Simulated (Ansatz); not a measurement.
Crystal: ZrSe2.

```xyz
3
Lattice="3.7980 0.0000 0.0000 -1.8990 3.2892 0.0000 0.0000 0.0000 6.1920" Properties=species:S:1:pos:R:3 pbc="T T T"
Zr    0.0000    0.0000    0.0000
Se    1.8990    1.0964    4.6440
Se    0.0000    2.1928    1.5480
```

Base run:

- Program: Ansatz 0.2.0
- Functional: PBEsol
- Potentials or basis: Ansatz PAW
- Cutoff: 420 eV (not typed: the program's choice for these potentials)
- k mesh: 8 × 8 × 5
- Occupations: fermi-dirac, width 0.05 eV
- Spin: no spin polarisation

Its results: band gap on the k mesh 0.36 eV, indirect (least direct gap 1.02 eV); pressure -1.2 GPa; largest force 0.083 eV/Å.

Question: The run is repeated on the same cell with these changes: functional from PBEsol to LDA. What comes out?

Answer: Band gap on the k mesh 0.33 eV, indirect (least direct gap 0.98 eV); pressure -3.2 GPa; largest force 0.083 eV/Å.

LDA binds more tightly than PBEsol, so the same cell stands under less pressure.

Caveats: the PAW data sets come from PBE, with cores solved anew for the run's functional, which leaves a small shift of forces and pressure; odd divisions of the mesh miss points on the zone boundary, where band edges often lie, so the gap on the mesh can be too wide (some runs); this functional lacks dispersion, which binds the layers, so the pressure and a relaxed spacing across them are unreliable (some runs).

A k mesh can miss the band edges.
